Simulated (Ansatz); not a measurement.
**Ti2Co: relaxation of cell and atoms with PBEsol**

Crystal: Ti2Co.

```xyz
6
Lattice="0.0000 3.3650 3.3650 3.3650 0.0000 3.3650 3.3650 3.3650 0.0000" Properties=species:S:1:pos:R:3 pbc="T T T"
Co    5.0475    5.0475    5.0475
Co    3.3650    3.3650    3.3650
Ti    2.5238    0.8413    2.5238
Ti    2.5238    2.5238    0.8413
Ti    0.8413    2.5238    2.5238
Ti    0.8413    0.8413    0.8413
```

```yaml
Program: Ansatz 0.2.0
Task: relaxation of cell and atoms
Functional: PBEsol
Potentials_or_basis: Ansatz PAW
Cutoff: "420 eV (not typed: the program's choice for these potentials)"
k_mesh: 7 × 7 × 7
Occupations: fermi-dirac, width 0.05 eV
Spin: collinear spin, ferromagnetic start
Starting_moments: "[2.0, 2.0, 1.0, 1.0, 1.0, 1.0] μB"
Target_pressure: 10 GPa
Target_pressure_GPa: 10
```

- Relaxed volume: 13.14 Å³/atom
- Relaxed cell: a = 4.813 Å, b = 4.813 Å, c = 4.813 Å, α = 60.00°, β = 60.00°, γ = 60.00°
- Space group after relaxing (to 0.05 Å): Fd-3m (No. 227)
- Energy change on relaxing (the enthalpy is what falls): -35.4 meV/atom
- Ionic steps: 5
- Pressure after relaxing: 10.0 GPa
- Band gap on the k mesh: none (metal or under the smearing width)
- Net moment: 1.19 μB per cell
- Absolute moment: 1.65 μB per cell
- Site moments: Co +0.64; Ti +0.01 μB

Step by step:
```
step  energy change (eV)  largest force (eV/Å)  volume (Å³)
   1              0.0000                0.0000        76.21
   2             -0.1630                0.0000        78.13
   3             -0.2087                0.0000        78.82
   4             -0.2112                0.0000        78.86
   5             -0.2126                0.0000        78.86
```

Final structure:
```
CELL_PARAMETERS angstrom
0.00000 3.40359 3.40359
3.40359 0.00000 3.40359
3.40359 3.40359 0.00000
ATOMIC_POSITIONS crystal
Co 0.75000 0.75000 0.75000
Co 0.50000 0.50000 0.50000
Ti 0.12500 0.62500 0.12500
Ti 0.12500 0.12500 0.62500
Ti 0.62500 0.12500 0.12500
Ti 0.12500 0.12500 0.12500
```

Levels at points of the mesh, in eV from the Fermi level:
Spin up:
```
           k point  band 38  band 39  band 40  band 41  band 42  band 43  band 44  band 45  band 46  band 47
(0.00, 0.00, 0.00)    -1.20    -1.20    -0.15    -0.15    -0.15    -0.09    -0.09     3.88     3.88     3.88
```
Spin down:
| k point | band 38 | band 39 | band 40 | band 41 | band 42 | band 43 |
| --- | --- | --- | --- | --- | --- | --- |
| (0.00, 0.00, 0.00) | -0.79 | -0.79 | 0.19 | 0.19 | 0.23 | 0.23 |

Run time: 38 s on 2 threads of AMD EPYC 7R43 64-Core Processor (Zen 3), with other jobs on the host, peak memory 0.55 GiB.

Caveat: the plane-wave basis is chosen anew once the cell has moved, so the energies of steps on either side of that aren't comparable; the PAW data sets come from PBE, with cores solved anew for the run's functional, which leaves a small shift of forces and pressure. Zero-point motion and thermal expansion aren't in these numbers.
